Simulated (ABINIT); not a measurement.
## SnSe2: single point with LDA

The system is SnSe2.

```
Sn Se
1.0
     3.81100    0.00000    0.00000
    -1.90550    3.30042    0.00000
     0.00000    0.00000    6.13600
Sn Se
1 2
Direct
  0.00000 0.00000 0.00000
  0.66667 0.33333 0.75100
  0.33333 0.66667 0.24900
```

```
Program             : ABINIT 10.8.3 (patched build)
Task                : single point
Functional          : LDA
Potentials or basis : PseudoDojo NC SR LDA v0.4.1 standard
Cutoff              : 1088 eV
k mesh              : 6 × 6 × 4
Occupations         : fermi-dirac, width 0.05 eV
Spin                : no spin polarisation
```

| Item | Value |
| --- | --- |
| Pressure | 0.8 GPa |
| Largest force | 0.486 eV/Å |
| Band gap on the k mesh | 0.66 eV, indirect (least direct gap 0.84 eV) |
| Valence electrons inside the program's atomic spheres | Sn 10.51; Se 13.24 |

Forces on the atoms (eV/Å):
```
Sn   0.000  0.000  0.000
Se   0.000  0.000 -0.486
Se   0.000  0.000  0.486
```

Stress tensor (GPa, compression positive):
```
0.32 0.00 0.00
0.00 0.32 0.00
0.00 0.00 1.74
```

Levels at points of the mesh, in eV from the valence-band top:
```csv
k point,band 20,band 21,band 22,band 23,band 24,band 25,band 26,band 27
"(0.00, 0.00, 0.00)",-0.71,-0.39,-0.39,0.00,0.84,2.80,4.53,4.53
"(0.50, 0.00, 0.00)",-2.94,-2.70,-1.25,-0.31,1.04,3.64,5.33,5.37
"(0.00, 0.00, 0.50)",-0.80,-0.80,-0.24,-0.24,2.29,2.75,4.25,4.25
"(0.50, 0.00, 0.50)",-2.54,-2.01,-0.87,-0.71,0.73,4.12,4.71,5.78
```

Run time: 34 s on 4 MPI ranks on Intel(R) Xeon(R) 6975P-C (Granite Rapids) (shared host), peak memory 0.4 GiB a rank.

Caveat: spin-orbit coupling is left out, which moves the levels of the heavy elements. A k mesh can miss the band edges.
